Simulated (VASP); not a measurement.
# MoS2 in VASP: a series of runs

One slab, MoS2, is run at these levels: PBE+D3(BJ), LDA; tasks: relaxation of cell and atoms.

Program: VASP 6.6.1. These are calculated values, not measurements. Logs are shortened: lines on timing, memory, paths and dates and some standing lists are left out, and cuts for length are marked.

## (1) The slab as given

The cell holds a slab with vacuum, 3 atoms: a = 3.169 Å, b = 3.169 Å, c = 21.130 Å, α = 90.00°, β = 90.00°, γ = 120.00°.

## (2) Relaxation of cell and atoms, PBE+D3(BJ)

INCAR

```
PREC = Accurate
ENCUT = 600
EDIFF = 1E-6
ISMEAR = 0
SIGMA = 0.03
LREAL = False
LASPH = True
NELM = 80
ALGO = Normal
ISIF = 3
LWAVE = False
LCHARG = False
GGA = PE
IVDW = 12
IBRION = 2
NSW = 90
EDIFFG = -0.01
LATTICE_CONSTRAINTS = .TRUE. .TRUE. .FALSE.
KPAR = 2
```

KPOINTS

```
regular mesh
0
Gamma
  12 12 1
```

POSCAR

```
MoS2
1.0
    3.1690000000      0.0000000000      0.0000000000
   -1.5845000000      2.7444345000      0.0000000000
    0.0000000000      0.0000000000     21.1302960000
S Mo
2 1
Direct
    0.3333333300      0.6666666700      0.4259287200
    0.3333333300      0.6666666700      0.5740712800
    0.6666666700      0.3333333300      0.5000000000
```

Potentials or basis: VASP PAW PBE potentials, release 64 (S, Mo_sv).

Run with:

```sh
> cat potpaw_PBE.64/S/POTCAR potpaw_PBE.64/Mo_sv/POTCAR > POTCAR
> mpirun -np 2 vasp_std > vasp.out
```

OUTCAR:

```text
PREC = Accurate
   ENCUT = 600
   EDIFF = 1E-6
   ISMEAR = 0
   LREAL = False
   LASPH = True
   NELM = 80
   ISIF = 3
   GGA = PE
   IVDW = 12
   IBRION = 2
   NSW = 90
   EDIFFG = -0.01
 IVDW          = 12

 ion  position               nearest neighbor table
   1  0.333  0.667  0.426-   3 2.41   3 2.41   3 2.41
   2  0.333  0.667  0.574-   3 2.41   3 2.41   3 2.41
   3  0.667  0.333  0.500-   1 2.41   2 2.41   1 2.41   2 2.41   1 2.41   2 2.41

  LATTYP: Found a hexagonal cell.
 ALAT       =     3.1690000000
 C/A-ratio  =     6.6678119281

  Lattice vectors:

 A1 = (   3.1690000000,   0.0000000000,   0.0000000000)
 A2 = (  -1.5845000000,   2.7444345000,   0.0000000000)
 A3 = (   0.0000000000,   0.0000000000,  21.1302960000)

Analysis of symmetry for initial positions (statically):
=====================================================================
 Subroutine PRICEL returns:
 Original cell was already a primitive cell.

 Routine SETGRP: Setting up the symmetry group for a
 hexagonal supercell.

 Subroutine GETGRP returns: Found 12 space group operations
 (whereof 12 operations were pure point group operations)
 out of a pool of 24 trial point group operations.

The static configuration has the point symmetry D_3h.

Analysis of symmetry for dynamics (positions and initial velocities):
=====================================================================
 Subroutine PRICEL returns:
 Original cell was already a primitive cell.

 Routine SETGRP: Setting up the symmetry group for a
 hexagonal supercell.

 Subroutine GETGRP returns: Found 12 space group operations
 (whereof 12 operations were pure point group operations)
 out of a pool of 24 trial point group operations.

The dynamic configuration has the point symmetry D_3h.

 Subroutine INISYM returns: Found 12 space group operations
 (whereof 12 operations are pure point group operations),
 and found     1 'primitive' translations

----------------------------------------------------------------------------------------

                                     Primitive cell

  volume of cell :     183.7726

  direct lattice vectors                    reciprocal lattice vectors
     3.169000000  0.000000000  0.000000000     0.315556958  0.182186895  0.000000000
    -1.584500000  2.744434500  0.000000000     0.000000000  0.364373790  0.000000000
     0.000000000  0.000000000 21.130296000     0.000000000  0.000000000  0.047325414

  length of vectors
     3.169000000  3.168999996 21.130296000     0.364373789  0.364373790  0.047325414

  position of ions in fractional coordinates (direct lattice)
     0.333333330  0.666666670  0.425928720
     0.333333330  0.666666670  0.574071280
     0.666666670  0.333333330  0.500000000

  ion indices of the primitive-cell ions
   primitive index   ion index
                 1           1
                 2           2
                 3           3

----------------------------------------------------------------------------------------

 KPOINTS: regular mesh

Automatic generation of k-mesh.
 Grid dimensions read from file:
 generate k-points for:   12   12    1

 Generating k-lattice:

  Cartesian coordinates                     Fractional coordinates (reciprocal lattice)
     0.026296413  0.015182241  0.000000000     0.083333333  0.000000000  0.000000000
     0.000000000  0.030364482  0.000000000     0.000000000  0.083333333  0.000000000
     0.000000000  0.000000000  0.047325414     0.000000000  0.000000000  1.000000000

  Length of vectors
     0.030364482  0.030364482  0.047325414

  Shift w.r.t. Gamma in fractional coordinates (k-lattice)
     0.000000000  0.000000000  0.000000000

 Subroutine IBZKPT returns following result:
 ===========================================

 Found     19 irreducible k-points:

 Following reciprocal coordinates:
            Coordinates               Weight
  0.000000  0.000000  0.000000      1.000000
  0.083333  0.000000  0.000000      6.000000
  0.166667  0.000000  0.000000      6.000000
  0.250000 -0.000000  0.000000      6.000000
  0.333333 -0.000000  0.000000      6.000000
  0.416667  0.000000  0.000000      6.000000
[... 11 lines left out ...]
  0.333333  0.250000  0.000000     12.000000
  0.333333  0.333333  0.000000      2.000000
   k-points           NKPTS =     19   k-points in BZ     NKDIM =     19   number of bands    NBANDS=     17
   number of dos      NEDOS =    301   number of ions     NIONS =      3
   total plane-waves  NPLWV = 141120
   dimension x,y,z NGX =    28 NGY =   28 NGZ =  180
   dimension x,y,z NGXF=    56 NGYF=   56 NGZF=  360
   ions per type =               2   1
   NGX,Y,Z   is equivalent  to a cutoff of  14.69, 14.69, 14.16 a.u.
   NGXF,Y,Z  is equivalent  to a cutoff of  29.38, 29.38, 28.32 a.u.
 SYSTEM =  unknown system
   PREC   = accura    normal or accurate (medium, high low for compatibility)
   ISTART =      0    job   : 0-new  1-cont  2-samecut
   ICHARG =      2    charge: 1-file 2-atom 10-const
   ISPIN  =      1    spin polarized calculation?
   LNONCOLLINEAR =      F non collinear calculations
   LSORBIT =      F    spin-orbit coupling
   LASPH  =      T    aspherical Exc in radial PAW
   ENCUT  =  600.0 eV  44.10 Ry    6.64 a.u.   6.33  6.33 42.20*2*pi/ulx,y,z
   NELM   =     80;   NELMIN=  2; NELMDL= -5     # of ELM steps
   EDIFF  = 0.1E-05   stopping-criterion for ELM
   LREAL  =      F    real-space projection
   EDIFFG = -.1E-01   stopping-criterion for IOM
   NSW    =     90    number of steps for IOM
   IBRION =      2    ionic relax: 0-MD 1-quasi-New 2-CG
   NFREE  =      1    steps in history (QN), initial steepest desc. (CG)
   ISIF   =      3    stress and relaxation
   ISYM   =      2    0-nonsym 1-usesym 2-fastsym
   POTIM  = 0.5000    time-step for ionic-motion
   TEBEG  =    0.0;   TEEND  =   0.0 temperature during run
   PSTRESS=    0.0 pullay stress
   NELECT =      26.0000    total number of electrons
   NUPDOWN=      -1.0000    fix difference up-down
   EMIN   =  10.00;   EMAX   =-10.00  energy-range for DOS
   EFERMI =   0.00;   METHOD = LEGACY
   ISMEAR =     0;   SIGMA  =   0.03  broadening in eV -4-tet -1-fermi 0-gaus
   EFERMI_NEDOS =   21; number of points for ismear=-14 and -15
   IALGO  =     38    algorithm
   IMIX   =      4    mixing-type and parameters
     AMIX     =   0.40;   BMIX     =  1.00
     AMIX_MAG =   1.60;   BMIX_MAG =  1.00
  volume/ion in A,a.u.               =      61.26       413.39
  Fermi-wavevector in a.u.,A,eV,Ry     =   0.853046  1.612023  9.900786  0.727687
  Thomas-Fermi vector in A             =   1.969428
   LORBIT       =      0    0 simple, 1 ext, 2 COOP (PROOUT), +10 PAW based schemes
   GGA     = PE    functional components
   LHFCALC =     F    Hartree Fock is set to
   AEXX    =    0.0000 exact exchange contribution
   IVDW    =    12    specifies the selected vdW correction
   LEPSILON=     F    determine dielectric tensor
   LRPA    =     F    only Hartree local field effects (RPA)
 conjugate gradient relaxation of ions
 non-spin polarized calculation
 Gauss-broadening in eV      SIGMA  =   0.03
  energy-cutoff  :      600.00
  volume of cell :      183.77
 maximum number of plane-waves:      6163
 NGX is ok and might be reduce to    28
   NGX = 13   NGY = 13   NGZ = 85

--------------------------------------- Ionic step        1  -------------------------------------------

 number of electron      26.0000000 magnetization

 Free energy of the ion-electron system (eV)
  ---------------------------------------------------
  ext. energy  EPLUGINS =         0.00000000
  ---------------------------------------------------
  free energy    TOTEN  =       -21.85124619 eV

  energy without entropy =      -21.85124619  energy(sigma->0) =      -21.85124619

------------------------ aborting loop because EDIFF is reached ----------------------------------------

 Edisp (eV)   -0.94929

 E8    (eV) :    -0.4106

  FORCE on cell =-STRESS in cart. coord.  units (eV):
  Direction    XX          YY          ZZ          XY          YZ          ZX
  --------------------------------------------------------------------------------------
  -------------------------------------------------------------------------------------
  Total      -0.52333    -0.52333    -0.22545     0.00000     0.00000     0.00000
  in kB      -4.56252    -4.56252    -1.96553     0.00000     0.00000     0.00000
  external pressure =       -3.70 kB  Pullay stress =        0.00 kB

 VOLUME and BASIS-vectors are now :
 -----------------------------------------------------------------------------
  energy-cutoff  :      600.00
  volume of cell :      183.77
      direct lattice vectors                 reciprocal lattice vectors
     3.169000000  0.000000000  0.000000000     0.315556958  0.182186895  0.000000000
    -1.584500000  2.744434500  0.000000000     0.000000000  0.364373790  0.000000000
     0.000000000  0.000000000 21.130296000     0.000000000  0.000000000  0.047325414
[... 124 lines left out ...]
 POSITION                                       TOTAL-FORCE (eV/Angst)
 -----------------------------------------------------------------------------------
     -0.00000      1.82101      8.99945        -0.000000      0.000000     -0.019391
     -0.00000      1.82101     12.13084        -0.000000      0.000000      0.019391
      1.57704      0.91050     10.56515         0.000000      0.000000      0.000000
 -----------------------------------------------------------------------------------
    total drift:                               -0.000013      0.000008      0.000000

  FREE ENERGIE OF THE ION-ELECTRON SYSTEM (eV)
  ---------------------------------------------------
  free  energy   TOTEN  =       -22.8030315429 eV

  energy  without entropy=      -22.8030315429  energy(sigma->0) =      -22.80303154

--------------------------------------- Ionic step        5  -------------------------------------------

 number of electron      25.9999999 magnetization

 Free energy of the ion-electron system (eV)
  ---------------------------------------------------
  ext. energy  EPLUGINS =         0.00000000
  ---------------------------------------------------
  free energy    TOTEN  =       -21.84418357 eV

  energy without entropy =      -21.84418357  energy(sigma->0) =      -21.84418357

 E-fermi :  -1.9795     XC(G=0):  -3.6498

 val. band max:       -2.1498034532   @ k =   0.3333   0.3333   0.0000
 cond. band min:      -0.3664157627   @ k =   0.3333   0.3333   0.0000
 fundamental gap:      1.7833876905
 Fermi energy:        -1.9794952397

 k-point     1 :       0.0000    0.0000    0.0000
  band No.  band energies     occupation
      1     -62.9827      2.00000
      2     -37.1439      2.00000
      3     -36.9051      2.00000
      4     -36.9051      2.00000
      5     -16.3150      2.00000
      6     -15.0107      2.00000
[... 9 lines left out ...]
     16       0.9266      0.00000
     17       0.9266      0.00000
[... 384 lines left out ...]
 POSITION                                       TOTAL-FORCE (eV/Angst)
 -----------------------------------------------------------------------------------
     -0.00000      1.82047      8.99814         0.000000     -0.000000     -0.001021
     -0.00000      1.82047     12.13215         0.000000     -0.000000      0.001021
      1.57657      0.91023     10.56515        -0.000000      0.000000      0.000000
 -----------------------------------------------------------------------------------
    total drift:                               -0.000013      0.000008      0.000000

  FREE ENERGIE OF THE ION-ELECTRON SYSTEM (eV)
  ---------------------------------------------------
  free  energy   TOTEN  =       -22.8030584041 eV

  energy  without entropy=      -22.8030584041  energy(sigma->0) =      -22.80305840

 reached required accuracy - stopping structural energy minimisation
```

Run time: 3.8 min. Hardware: 2 MPI ranks of AMD EPYC 7R13 (Zen 3), shared host; peak memory 0.42 GiB.

Results:

* Free energy: -22.8031 eV
* Relaxed volume: 60.65 Å³/atom
* Relaxed cell: a = 3.153 Å, b = 3.153 Å, c = 21.130 Å, α = 90.00°, β = 90.00°, γ = 120.00°
* Space group after relaxing (to 0.05 Å): P-6m2 (No. 187)
* Energy gained by relaxing: 0.8 meV/atom
* Ionic steps: 5
* Band gap on the k mesh: 1.78 eV, direct
* Dispersion energy per atom: -0.320 eV

The path:
| step | energy change (eV) | largest force (eV/Å) | pressure (GPa) | volume (Å³) |
| --- | --- | --- | --- | --- |
| 1 | 0.0000 | 0.0641 | -0.37 | 183.77 |
| 2 | 0.0000 | 0.1668 | 0.45 | 180.69 |
| 3 | -0.0023 | 0.0502 | 0.03 | 182.22 |
| 4 | -0.0025 | 0.0194 | 0.01 | 182.05 |
| 5 | -0.0025 | 0.0010 | -0.01 | 181.94 |

Final structure:
```yaml
crystal:
  lattice:
    - [3.15315, 0.00000, 0.00000]
    - [-1.57657, 2.73070, 0.00000]
    - [0.00000, 0.00000, 21.13030]
  atoms:
    - { symbol: S, position: [0.33333, 0.66667, 0.42584] }
    - { symbol: S, position: [0.33333, 0.66667, 0.57416] }
    - { symbol: Mo, position: [0.66667, 0.33333, 0.50000] }
```

Levels at points of the mesh, in eV from the valence-band top:
```tsv
k point	band 10	band 11	band 12	band 13	band 14	band 15	band 16	band 17
(0.00, 0.00, 0.00)	-1.86	-1.45	-1.45	-0.09	2.84	2.84	3.08	3.08
(0.50, 0.00, 0.00)	-3.16	-1.95	-0.91	-0.65	2.36	2.86	3.93	4.38
```

A hybrid or GW would open this gap; PBE tends to underestimate it.

## (3) Relaxation of cell and atoms, PBE+D3(BJ)

This run uses another cell than the first one, of 60.65 Å³/atom, 0.990 times its volume.

Edit INCAR of step 2 so:

```diff
@@ -2,3 +2,3 @@
 ENCUT = 600
-EDIFF = 1E-6
+EDIFF = 1E-7
 ISMEAR = 0
@@ -16,3 +16,3 @@
 NSW = 90
-EDIFFG = -0.01
+EDIFFG = -0.005
 LATTICE_CONSTRAINTS = .TRUE. .TRUE. .FALSE.
```

KPOINTS is that of step 2.

POSCAR

```
MoS2                                    
1.0
    3.1531462917      0.0000000000      0.0000000000
   -1.5765731459      2.7307047860      0.0000000000
    0.0000000000      0.0000000000     21.1302960000
  S               Mo            
     2     1
Direct
     0.3333333300000021    0.6666666699999979    0.4258408315342030
     0.3333333300000021    0.6666666699999979    0.5741591684657971
     0.6666666699999979    0.3333333300000021    0.5000000000000000
```

Potentials or basis: VASP PAW PBE potentials, release 64 (S, Mo_sv).

Run with:

```sh
> cat potpaw_PBE.64/S/POTCAR potpaw_PBE.64/Mo_sv/POTCAR > POTCAR
> mpirun -np 2 vasp_std > vasp.out
```

It took 1.8 min on 2 MPI ranks of AMD EPYC 7R13 (Zen 3), shared host; peak memory 0.38 GiB.

Results (log left out):

- Free energy: -22.8029 eV
- Band gap on the k mesh: 1.78 eV, direct
- Dispersion energy per atom: -0.320 eV

Final structure:
```
S Mo
1.0
     3.15315    0.00000    0.00000
    -1.57657    2.73070    0.00000
     0.00000    0.00000   21.13030
S Mo
2 1
Cartesian
  0.0000 1.8205 8.9981
  0.0000 1.8205 12.1322
  1.5766 0.9102 10.5651
```

Levels at points of the mesh, in eV from the valence-band top:
| k point | band 11 | band 12 | band 13 | band 14 | band 15 | band 16 |
| --- | --- | --- | --- | --- | --- | --- |
| (0.00, 0.00, 0.00) | -1.45 | -1.45 | -0.09 | 2.84 | 2.84 | 3.08 |
| (0.50, 0.00, 0.00) | -1.95 | -0.91 | -0.65 | 2.36 | 2.86 | 3.93 |

Caveat: the relaxation stopped at its first step, so nothing moved.

## (4) Relaxation of cell and atoms, LDA

INCAR

```
  ALGO = Normal
  EDIFF = 1E-6
  EDIFFG = -0.01
  ENCUT = 600
  IBRION = 2
  ISIF = 3
  ISMEAR = 0
  LASPH = True
  LATTICE_CONSTRAINTS = .TRUE. .TRUE. .FALSE.
  LCHARG = False
  LREAL = False
  LWAVE = False
  NELM = 80
  NSW = 90
  PREC = Accurate
  SIGMA = 0.03
```

KPOINTS

```
k-points
0
Gamma
  12 12 1
```

POSCAR

```
MoS2
1.0
    3.1690000000      0.0000000000      0.0000000000
   -1.5845000000      2.7444345000      0.0000000000
    0.0000000000      0.0000000000     21.1302960000
S Mo
2 1
Direct
    0.3333333300      0.6666666700      0.4259287200
    0.3333333300      0.6666666700      0.5740712800
    0.6666666700      0.3333333300      0.5000000000
```

Potentials or basis: VASP PAW LDA potentials, release 64 (S, Mo_sv).

Run with:

```sh
> cat potpaw_LDA.64/S/POTCAR potpaw_LDA.64/Mo_sv/POTCAR > POTCAR
> mpirun -np 1 vasp_std > vasp.out
```

OUTCAR:

```text
EDIFF = 1E-6
   EDIFFG = -0.01
   ENCUT = 600
   IBRION = 2
   ISIF = 3
   ISMEAR = 0
   LASPH = True
   LREAL = False
   NELM = 80
   NSW = 90
   PREC = Accurate

 ion  position               nearest neighbor table
   1  0.333  0.667  0.426-   3 2.41   3 2.41   3 2.41
   2  0.333  0.667  0.574-   3 2.41   3 2.41   3 2.41
   3  0.667  0.333  0.500-   1 2.41   2 2.41   1 2.41   2 2.41   1 2.41   2 2.41

  LATTYP: Found a hexagonal cell.
 ALAT       =     3.1690000000
 C/A-ratio  =     6.6678119281

  Lattice vectors:

 A1 = (   3.1690000000,   0.0000000000,   0.0000000000)
 A2 = (  -1.5845000000,   2.7444345000,   0.0000000000)
 A3 = (   0.0000000000,   0.0000000000,  21.1302960000)

Analysis of symmetry for initial positions (statically):
=====================================================================
[... 179 lines left out ...]
  Total       -1.9854334     -1.9854334     -1.7097951     -0.0000000      0.0000000      0.0000000
  in kB      -17.3095272    -17.3095272    -14.9064410     -0.0000000      0.0000000      0.0000000
  external PRESSURE =     -16.5084985 kB  Pullay stress =       0.0000000 kB
[... 61 lines left out ...]
--------------------------------------- Ionic step        3  -------------------------------------------

 number of electron      26.0000000 magnetization

 Free energy of the ion-electron system (eV)
  ---------------------------------------------------
  ext. energy  EPLUGINS =         0.00000000
  ---------------------------------------------------
  free energy    TOTEN  =       -24.36798725 eV

  energy without entropy =      -24.36798725  energy(sigma->0) =      -24.36798725

 E-fermi :  -2.1393     XC(G=0):  -3.7523

 val. band max:       -2.3097995240   @ k =   0.3333   0.3333   0.0000
 cond. band min:      -0.4467709484   @ k =   0.3333   0.3333   0.0000
 fundamental gap:      1.8630285757
 Fermi energy:        -2.1392539785

 k-point     1 :       0.0000    0.0000    0.0000
  band No.  band energies     occupation
      1     -62.7165      2.00000
      2     -37.1120      2.00000
      3     -36.8176      2.00000
      4     -36.8176      2.00000
      5     -16.5410      2.00000
      6     -15.1468      2.00000
[... 399 lines left out ...]
  FREE ENERGIE OF THE ION-ELECTRON SYSTEM (eV)
  ---------------------------------------------------
  free  energy   TOTEN  =       -24.3679872527 eV

  energy  without entropy=      -24.3679872527  energy(sigma->0) =      -24.36798725

 reached required accuracy - stopping structural energy minimisation
```

CONTCAR:

```text
MoS2
   1.00000000000000
     3.1218757874150769    0.0000000000000000    0.0000000000000000
    -1.5609378937075384    2.7036237349730121    0.0000000000000000
     0.0000000000000000    0.0000000000000000   21.1302960000000013
  S               Mo
     2     1
Direct
     0.3333333300000021    0.6666666699999979    0.4265041311282420
     0.3333333300000021    0.6666666699999979    0.5734958688717580
     0.6666666699999979    0.3333333300000021    0.5000000000000000

  0.00000000E+00  0.00000000E+00  0.00000000E+00
  0.00000000E+00  0.00000000E+00  0.00000000E+00
  0.00000000E+00  0.00000000E+00  0.00000000E+00
```

It took 3.1 min on 1 thread of Intel Xeon Platinum 8488C (Sapphire Rapids), shared host; peak memory 0.33 GiB.

Results:

- Free energy: -24.3680 eV
- Relaxed volume: 59.45 Å³/atom
- Relaxed cell: a = 3.122 Å, b = 3.122 Å, c = 21.130 Å, α = 90.00°, β = 90.00°, γ = 120.00°
- Space group after relaxing (to 0.05 Å): P-6m2 (No. 187)
- Energy gained by relaxing: 12.4 meV/atom
- Ionic steps: 3
- Band gap on the k mesh: 1.86 eV, direct

Step by step:
```csv
step,energy change (eV),largest force (eV/Å),pressure (GPa),volume (Å³)
1,0.0000,0.5411,-1.65,183.77
2,0.0148,0.7060,2.21,172.23
3,-0.0372,0.0011,-0.02,178.35
```

Final structure:
```
S Mo
1.0
     3.12188    0.00000    0.00000
    -1.56094    2.70362    0.00000
     0.00000    0.00000   21.13030
S Mo
2 1
Direct
  0.33333 0.66667 0.42650
  0.33333 0.66667 0.57350
  0.66667 0.33333 0.50000
```
